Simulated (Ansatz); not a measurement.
# Y (Fm-3m) in Ansatz: reference runs

How does Y come out in PBE? The cell is run as given and disturbed, then over a range of volumes.

Program: Ansatz 0.2.0. These are calculated values, not measurements. Logs are shortened: lines on timing, memory, paths and dates and some standing lists are left out, and cuts for length are marked.

## 1. The structure

It takes space group Fm-3m (No. 225, cubic). Conventional cell: a = 5.104 Å, b = 5.104 Å, c = 5.104 Å, α = 90.00°, β = 90.00°, γ = 90.00°. Y (site symmetry m-3m) is surrounded by 12 Y at 3.61 Å.

This isn't the form of Y at room conditions, which is hcp.

## 2. Single point, PBE

input.yaml reads:

```yaml
crystal:
  lattice:
    - [0.0, 2.5519910612, 2.5519910612]
    - [2.5519910612, 0.0, 2.5519910612]
    - [2.5519910612, 2.5519910612, 0.0]
  atoms:
    - { symbol: "Y", position: [0.0, 0.0, 0.0] }
hamiltonian:
  xc: pbe
  pseudopotentials: { kind: paw }
kpoints:
  mp_grid: { grid: [9, 9, 9] }
scf:
  occupations: { method: fermi_dirac, width: 0.05 }
output:
  forces: true
  stress: true
  eigenvalues: true
```

Potentials or basis: Ansatz PAW.

On the command line:

```
ansatz run input.yaml --threads 1 --pin off --max-ram 2560MiB --backend cpu --events-out ev --progress --plain --runs-dir out
```

Log:

```text
Warning: RAYON_NUM_THREADS=1 ignored (pool sized by the plan → 1); use --threads N
Engine: ansatz 0.2.0, aarch64-unknown-linux-gnu
Pseudopotentials: kind: paw
Pseudopotential: Y, paw, valence charge 11, recommended cutoff 420 eV (normal), Y.paw.azcp
Functional definition: PBE
  parameter kappa = 0.804
  parameter beta = 0.06672455060314922
  exchange = pbe_x(kappa = kappa, mu = beta*pi^2/3)
  correlation = pbe_c(beta = beta)
Crystal: 1 atoms, lattice volume = 33.240 Å³
Basis set: ecut = 420 eV, 645 PW (Γ), exchange–correlation on 50×50×50 points (8 copies of the dense FFT grid, shifted against one another)
Bands: 10, of which v1, the nominal top of the filled ones, is band 6 counted from 1 (5 counted from 0)
Symmetry: 48 space group operations
Space group: Fm-3m (ITA 225), of the structure as read, at distance tolerance 3.2e-5 Å
k-points: 35 of 729
Non-local potential: Y, projectors of the file, l = 0: 3, l = 1: 2, l = 2: 2, l = 3: 1
PAW form: soft (Blöchl's): semilocal exchange-correlation on the pseudo side does not see the compensation charge
PAW one-centre angular grid: Y, 590 points (default); XC on 64 Gauss nodes
Initial density: superposition of atomic densities (neutral atoms: chi_scale 0, normalization atom), corrected by the library's trained network
Initial wavefunctions: pseudopotential atomic-orbital guess
Functional: x = pbe(κ = 0.804, μ = 0.2195149727645171), c = pbe(β = 0.06672455060314922)
SCF iter   1: F=—  HF=-3848.646861 eV  |F-HF|=—  |Δ(HF+E_count)|=         —  Δρ=1.57e-3  dr2=7.85e-4  ethr=1.77e-3  ⟨swp⟩=5.5  Hψ=2038  notcnv=0
preconditioner: auto → none  [metal: Δε(μ)=0.018 eV  Ē_g=4.321 eV  σ=0.050 eV  W_gap=0.09  n_scr=8 (ndim 8)  ℏωp=11.2 eV  f_vac=0.000  D(μ)=1.75/eV (n_scr^D=14)  sad-step TF]
SCF iter   2: F=—  HF=-3848.646956 eV  |F-HF|=—  |Δ(HF+E_count)|=   9.50e-5  Δρ=1.01e-3  dr2=3.99e-4  ethr=7.14e-6  ⟨swp⟩=2.8  Hψ=805  notcnv=0
SCF iter   3: F=—  HF=-3848.646970 eV  |F-HF|=—  |Δ(HF+E_count)|=   1.42e-5  Δρ=3.55e-4  dr2=3.98e-5  ethr=3.63e-6  ⟨swp⟩=2.5  Hψ=460  notcnv=0
SCF iter   4: F=—  HF=-3848.646955 eV  |F-HF|=—  |Δ(HF+E_count)|=   1.45e-5  Δρ=1.65e-4  dr2=5.72e-6  ethr=3.62e-7  ⟨swp⟩=2.2  Hψ=526  notcnv=0
SCF iter   5: F=—  HF=-3848.646955 eV  |F-HF|=—  |Δ(HF+E_count)|=   2.93e-7  Δρ=4.68e-5  dr2=6.90e-7  ethr=5.20e-8  ⟨swp⟩=2.0  Hψ=542  notcnv=0
SCF iter   6: F=-3848.646955 eV  HF=-3848.646955 eV  |F-HF|=4.05e-8  |Δ(HF+E_count)|=   2.47e-7  Δρ=1.45e-5  dr2=5.80e-8  ethr=9.09e-10  ⟨swp⟩=2.1  Hψ=1234  notcnv=0
SCF 1 converged in 6 iterations: F = -3848.646955 eV  dr2 = 5.80e-8
SCF converged after 6 iterations
Free energy (F): -3848.646955 eV
Harris-Foulkes:  -3848.646955 eV  (|F-HF|=4.05e-8)
Internal energy: -3848.633009 eV  (E = F + TS)
E sigma→0 (E₀):  -3848.639982 eV
Entropy (-TS):   -0.013945 eV (-13.945 meV/atom)
Fermi energy:    9.282522 eV
--- Per-component energies (eV) ---
  E_band       = -123.277415
  E_kinetic    = 304.274116
  E_local      = -618.628247  (includes V_loc(G=0)·N_el)
  E_nonlocal   = 50.161842
  E_hartree    = 196.251107
  E_xc         = -172.764725
  E_vxc        = -198.310629  (∫ρ·V_xc dr)
  E_paw        = -2825.355106  (= ΣΔE_a)
  E_vpaw       = -53.270738  (= ΣTr[D̂ρ^β])
  E_aug_tail   = 0.000004  (compensation charges beyond the density's cutoff)
  E_ewald      = -782.572001
  E_smearing   = -0.013945  (= −TS)
  E_closure    = 0.000000  (closes the sum)
  Σ components = -3848.646955   (vs F -3848.646955, Δ=0.00e0)
--- Forces (eV/Å), atoms counted from 1 ---
  atom   1  Y      0.00000000     0.00000000    -0.00000000
  max |Σ_I F_I| component: 3.29e-32 eV/Å
--- Stress (GPa, compression-positive) ---
       -0.824221      -0.000000       0.000000
        0.000000      -0.824221      -0.000000
       -0.000000       0.000000      -0.824221
  P = ⅓ Tr σ = -0.8242 GPa (-8.242 kbar)
--- Band table (eV; the first three rows and the last of 35) ---
  k-point 0: bands = ["-33.4504", "-13.1751", "-13.1751", "-13.1751", "4.5689", "11.0163", "11.0163", "11.0163", "12.9720", "12.9720"]
  k-point 1: bands = ["-33.4435", "-13.2398", "-13.1834", "-13.1834", "4.8636", "10.7003", "11.1471", "11.1471", "12.8370", "12.8370"]
  k-point 2: bands = ["-33.4259", "-13.3999", "-13.2042", "-13.2042", "5.6568", "10.0973", "11.2847", "11.2847", "12.8441", "12.8441"]
  k-point 34: bands = ["-33.3725", "-13.5524", "-13.4856", "-13.3565", "8.5234", "9.3007", "9.5675", "12.0188", "14.4526", "15.7667"]
```

It took 0.75 s on 1 thread of Arm Neoverse V1, shared host; peak memory 0.26 GiB.

Results:

```yaml
Free_energy: -3848.6470 eV
Pressure: -0.8 GPa
Band_gap_on_the_k_mesh: none (metal or under the smearing width)
```

## 3. Single point, PBE (cell strained at random at fixed volume)

input.yaml reads:

```yaml
crystal:
  lattice:
    - [0.026331, 2.560427, 2.584859]
    - [2.559415, 0.046103, 2.565087]
    - [2.579946, 2.561187, 0.025571]
  atoms:
    - { symbol: "Y", position: [0.010339, -0.00228, 0.003137] }
hamiltonian:
  xc: pbe
  pseudopotentials: { kind: paw }
kpoints:
  mp_grid: { grid: [9, 9, 9] }
scf:
  occupations: { method: fermi_dirac, width: 0.05 }
output:
  forces: true
  stress: true
  eigenvalues: true
```

Potentials or basis: Ansatz PAW.

On the command line:

```
ansatz run input.yaml --threads 1 --pin off --max-ram 2560MiB --backend cpu --events-out ev --progress --plain --runs-dir out
```

Log:

```text
Warning: RAYON_NUM_THREADS=1 ignored (pool sized by the plan → 1); use --threads N
[... 8 set-up lines as earlier in the session ...]
Crystal: 1 atoms, lattice volume = 33.240 Å³
Basis set: ecut = 420 eV, 637 PW (Γ), exchange–correlation on 50×50×50 points (8 copies of the dense FFT grid, shifted against one another)
Bands: 10, of which v1, the nominal top of the filled ones, is band 6 counted from 1 (5 counted from 0)
Symmetry: 2 space group operations
Space group: P-1 (ITA 2), of the structure as read, at distance tolerance 3.2e-5 Å
k-points: 365 of 729
[... 6 set-up lines as earlier in the session ...]
SCF iter   1: F=—  HF=-3848.644743 eV  |F-HF|=—  |Δ(HF+E_count)|=         —  Δρ=1.62e-3  dr2=8.47e-4  ethr=1.77e-3  ⟨swp⟩=5.6  Hψ=21147  notcnv=0
preconditioner: auto → none  [metal: Δε(μ)=0.007 eV  Ē_g=4.323 eV  σ=0.050 eV  W_gap=0.04  n_scr=8 (ndim 8)  ℏωp=11.2 eV  f_vac=0.000  D(μ)=1.74/eV (n_scr^D=14)  sad-step TF]
SCF iter   2: F=—  HF=-3848.644802 eV  |F-HF|=—  |Δ(HF+E_count)|=   5.86e-5  Δρ=1.04e-3  dr2=4.28e-4  ethr=7.70e-6  ⟨swp⟩=2.7  Hψ=8388  notcnv=0
SCF iter   3: F=—  HF=-3848.644812 eV  |F-HF|=—  |Δ(HF+E_count)|=   9.89e-6  Δρ=3.66e-4  dr2=4.15e-5  ethr=3.89e-6  ⟨swp⟩=2.3  Hψ=4660  notcnv=0
SCF iter   4: F=—  HF=-3848.644796 eV  |F-HF|=—  |Δ(HF+E_count)|=   1.58e-5  Δρ=1.67e-4  dr2=5.68e-6  ethr=3.78e-7  ⟨swp⟩=2.3  Hψ=5573  notcnv=0
SCF iter   5: F=—  HF=-3848.644796 eV  |F-HF|=—  |Δ(HF+E_count)|=   3.27e-7  Δρ=4.15e-5  dr2=5.20e-7  ethr=5.16e-8  ⟨swp⟩=2.0  Hψ=5694  notcnv=0
SCF iter   6: F=-3848.644796 eV  HF=-3848.644796 eV  |F-HF|=2.64e-8  |Δ(HF+E_count)|=   1.72e-7  Δρ=1.23e-5  dr2=3.97e-8  ethr=9.09e-10  ⟨swp⟩=5.0  Hψ=16938  notcnv=0
SCF 1 converged in 6 iterations: F = -3848.644796 eV  dr2 = 3.97e-8
SCF converged after 6 iterations
Free energy (F): -3848.644796 eV
Harris-Foulkes:  -3848.644796 eV  (|F-HF|=2.64e-8)
Internal energy: -3848.630842 eV  (E = F + TS)
E sigma→0 (E₀):  -3848.637819 eV
Entropy (-TS):   -0.013953 eV (-13.953 meV/atom)
Fermi energy:    9.281497 eV
--- Per-component energies (eV) ---
  E_band       = -123.280511
  E_kinetic    = 304.279531
  E_local      = -618.737191  (includes V_loc(G=0)·N_el)
  E_nonlocal   = 50.164583
  E_hartree    = 196.300603
  E_xc         = -172.765799
  E_vxc        = -198.312287  (∫ρ·V_xc dr)
  E_paw        = -2825.355708  (= ΣΔE_a)
  E_vpaw       = -53.271491  (= ΣTr[D̂ρ^β])
  E_aug_tail   = 0.000003  (compensation charges beyond the density's cutoff)
  E_ewald      = -782.516865
  E_smearing   = -0.013953  (= −TS)
  E_closure    = 0.000000  (closes the sum)
  Σ components = -3848.644796   (vs F -3848.644796, Δ=0.00e0)
--- Forces (eV/Å), atoms counted from 1 ---
  atom   1  Y      0.00000000     0.00000000     0.00000000
  max |Σ_I F_I| component: 0.00e0 eV/Å
--- Stress (GPa, compression-positive) ---
       -0.865747      -0.548858      -0.082006
       -0.548858      -0.673175      -0.527339
       -0.082006      -0.527339      -0.921161
  P = ⅓ Tr σ = -0.8200 GPa (-8.200 kbar)
--- Band table (eV; the first three rows and the last of 365) ---
  k-point 0: bands = ["-33.4508", "-13.1848", "-13.1741", "-13.1664", "4.5693", "10.8771", "10.9986", "11.1664", "12.9292", "13.0248"]
  k-point 1: bands = ["-33.4438", "-13.2397", "-13.1905", "-13.1767", "4.8645", "10.6960", "11.0136", "11.2806", "12.7943", "12.8840"]
  k-point 2: bands = ["-33.4261", "-13.4004", "-13.2102", "-13.1988", "5.6588", "10.0995", "11.1343", "11.4361", "12.8021", "12.8792"]
  k-point 364: bands = ["-33.3880", "-13.6841", "-13.2917", "-13.2509", "7.5684", "9.5622", "10.5084", "11.2078", "14.2595", "14.5977"]
```

Run time: 5.7 s. Hardware: 1 thread of Arm Neoverse V1, shared host; peak memory 0.38 GiB.

What came out:

```
Free energy            : -3848.6448 eV
Pressure               : -0.8 GPa
Band gap on the k mesh : none (metal or under the smearing width)
```

Stress tensor (GPa, compression positive):
```
-0.87 -0.55 -0.08
-0.55 -0.67 -0.53
-0.08 -0.53 -0.92
```

## 4. Single point, PBE, 31.25 Å³/atom (volume scaled by 0.94)

input.yaml reads:

```yaml
crystal:
  lattice:
    - [0.0, 2.4998949931, 2.4998949931]
    - [2.4998949931, 0.0, 2.4998949931]
    - [2.4998949931, 2.4998949931, 0.0]
  atoms:
    - { symbol: "Y", position: [0.0, 0.0, 0.0] }
hamiltonian:
  xc: pbe
  pseudopotentials: { kind: paw }
kpoints:
  mp_grid: { grid: [9, 9, 9] }
scf:
  occupations: { method: fermi_dirac, width: 0.05 }
output:
  forces: true
  stress: true
  eigenvalues: true
```

On the command line:

```
ansatz run input.yaml --threads 1 --pin off --max-ram 2560MiB --backend cpu --events-out ev --progress --plain --runs-dir out
```

It took 0.71 s on 1 thread of Arm Neoverse V1, shared host; peak memory 0.26 GiB.

It converged, with:

- Free energy: -3848.6424 eV
- Pressure: 1.7 GPa
- Band gap on the k mesh: none (metal or under the smearing width)

## 5. Single point, PBE, 31.91 Å³/atom (volume scaled by 0.96)

input.yaml reads:

```yaml
crystal:
  lattice:
    - [0.0, 2.5175004675, 2.5175004675]
    - [2.5175004675, 0.0, 2.5175004675]
    - [2.5175004675, 2.5175004675, 0.0]
  atoms:
    - { symbol: "Y", position: [0.0, 0.0, 0.0] }
hamiltonian:
  xc: pbe
  pseudopotentials: { kind: paw }
kpoints:
  mp_grid: { grid: [9, 9, 9] }
scf:
  occupations: { method: fermi_dirac, width: 0.05 }
output:
  forces: true
  stress: true
  eigenvalues: true
  write_density: true
  write_potential: true
  elf: true
  volumetric_format: npy
```

On the command line:

```
ansatz run input.yaml --threads 1 --pin off --max-ram 2560MiB --backend cpu --events-out ev --progress --plain --runs-dir out
```

Wall time 0.93 s (1 thread of Arm Neoverse V1, shared host); peak memory 0.27 GiB.

Results (log left out):

| Quantity | Value |
| --- | --- |
| Free energy | -3848.6474 eV |
| Pressure | 0.8 GPa |
| Band gap on the k mesh | none (metal or under the smearing width) |

## 6. Single point, PBE, 32.58 Å³/atom (volume scaled by 0.98)

input.yaml: that of step 5 with these lines changed.

```diff
@@ -2,5 +2,5 @@
   lattice:
-    - [0.0, 2.5175004675, 2.5175004675]
-    - [2.5175004675, 0.0, 2.5175004675]
-    - [2.5175004675, 2.5175004675, 0.0]
+    - [0.0, 2.5348630883, 2.5348630883]
+    - [2.5348630883, 0.0, 2.5348630883]
+    - [2.5348630883, 2.5348630883, 0.0]
   atoms:
```

Potentials or basis: Ansatz PAW.

On the command line:

```
ansatz run input.yaml --threads 1 --pin off --max-ram 2560MiB --backend cpu --events-out ev --progress --plain --runs-dir out
```

It took 0.94 s on 1 thread of Arm Neoverse V1, shared host; peak memory 0.27 GiB.

Results (log left out):

```
Free energy            : -3848.6488 eV
Pressure               : -0.1 GPa
Band gap on the k mesh : none (metal or under the smearing width)
```

## 7. Single point, PBE, 33.24 Å³/atom

input.yaml reads:

```yaml
crystal:
  lattice:
    - [0.0, 2.5519910612, 2.5519910612]
    - [2.5519910612, 0.0, 2.5519910612]
    - [2.5519910612, 2.5519910612, 0.0]
  atoms:
    - { symbol: "Y", position: [0.0, 0.0, 0.0] }
hamiltonian:
  xc: pbe
  pseudopotentials: { kind: paw }
kpoints:
  mp_grid: { grid: [9, 9, 9] }
scf:
  occupations: { method: fermi_dirac, width: 0.05 }
output:
  forces: true
  stress: true
  eigenvalues: true
```

On the command line:

```
ansatz run input.yaml --threads 1 --pin off --max-ram 2560MiB --backend cpu --events-out ev --progress --plain --runs-dir out
```

Wall time 0.74 s (1 thread of Arm Neoverse V1, shared host); peak memory 0.26 GiB.

It converged, with:

| Property | Result |
| --- | --- |
| Free energy | -3848.6470 eV |
| Pressure | -0.8 GPa |
| Band gap on the k mesh | none (metal or under the smearing width) |

## 8. Single point, PBE, 33.91 Å³/atom (volume scaled by 1.02)

input.yaml: that of step 7 with these lines changed.

```diff
@@ -2,5 +2,5 @@
   lattice:
-    - [0.0, 2.5519910612, 2.5519910612]
-    - [2.5519910612, 0.0, 2.5519910612]
-    - [2.5519910612, 2.5519910612, 0.0]
+    - [0.0, 2.5688921568, 2.5688921568]
+    - [2.5688921568, 0.0, 2.5688921568]
+    - [2.5688921568, 2.5688921568, 0.0]
   atoms:
```

On the command line:

```
ansatz run input.yaml --threads 1 --pin off --max-ram 2560MiB --backend cpu --events-out ev --progress --plain --runs-dir out
```

Run time: 0.75 s. Hardware: 1 thread of Arm Neoverse V1, shared host; peak memory 0.26 GiB.

Results (log left out):

| Item | Value |
| --- | --- |
| Free energy | -3848.6421 eV |
| Pressure | -1.5 GPa |
| Band gap on the k mesh | none (metal or under the smearing width) |

## 9. Single point, PBE, 34.57 Å³/atom (volume scaled by 1.04)

input.yaml: that of step 8 with these lines changed.

```diff
@@ -2,5 +2,5 @@
   lattice:
-    - [0.0, 2.5688921568, 2.5688921568]
-    - [2.5688921568, 0.0, 2.5688921568]
-    - [2.5688921568, 2.5688921568, 0.0]
+    - [0.0, 2.5855737421, 2.5855737421]
+    - [2.5855737421, 0.0, 2.5855737421]
+    - [2.5855737421, 2.5855737421, 0.0]
   atoms:
```

Potentials or basis: Ansatz PAW.

On the command line:

```
ansatz run input.yaml --threads 1 --pin off --max-ram 2560MiB --backend cpu --events-out ev --progress --plain --runs-dir out
```

It took 0.77 s on 1 thread of Arm Neoverse V1, shared host; peak memory 0.26 GiB.

Results (log left out):

```yaml
Free_energy: -3848.6344 eV
Pressure: -2.2 GPa
Band_gap_on_the_k_mesh: none (metal or under the smearing width)
```

## 10. Single point, PBE, 35.23 Å³/atom (volume scaled by 1.06)

input.yaml reads:

```yaml
crystal:
  lattice:
    - [0.0, 2.6020428087, 2.6020428087]
    - [2.6020428087, 0.0, 2.6020428087]
    - [2.6020428087, 2.6020428087, 0.0]
  atoms:
    - { symbol: "Y", position: [0.0, 0.0, 0.0] }
hamiltonian:
  xc: pbe
  pseudopotentials: { kind: paw }
kpoints:
  mp_grid: { grid: [9, 9, 9] }
scf:
  occupations: { method: fermi_dirac, width: 0.05 }
output:
  forces: true
  stress: true
  eigenvalues: true
  write_density: true
  write_potential: true
  elf: true
  volumetric_format: npy
```

On the command line:

```
ansatz run input.yaml --threads 1 --pin off --max-ram 2560MiB --backend cpu --events-out ev --progress --plain --runs-dir out
```

Wall time 1.2 s (1 thread of Arm Neoverse V1, shared host); peak memory 0.27 GiB.

The run converged. Its results:

```yaml
Free_energy: -3848.6241 eV
Pressure: -2.8 GPa
Band_gap_on_the_k_mesh: none (metal or under the smearing width)
```

## 11. Equation of state, PBE

This step only gathers the single runs of the series.

Results:

```
Equilibrium volume                      : 32.52 Å³/atom
Bulk modulus                            : 39 GPa
Pressure derivative of the bulk modulus : 3.0
```

Energy against volume, from the lowest point:
| volume (Å³/atom) | energy (meV/atom) |
| --- | --- |
| 31.246 | 6.43 |
| 31.911 | 1.43 |
| 32.576 | 0.00 |
| 33.240 | 1.86 |
| 33.905 | 6.76 |
| 34.570 | 14.44 |
| 35.235 | 24.71 |

## 12. The runs side by side

```tsv
task	cell	gap on the mesh (eV)	pressure (GPa)
single point	as given	none	-0.8
single point	cell strained at random at fixed volume	none	-0.8
equation of state	as given	-	-
```

Alike in all rows: level PBE; potentials or basis Ansatz PAW; no spin polarisation; k mesh 9 × 9 × 9; cutoff (eV) 420; smearing fermi-dirac 0.05 eV.

Absolute energies hang on the potentials; compare differences alone.
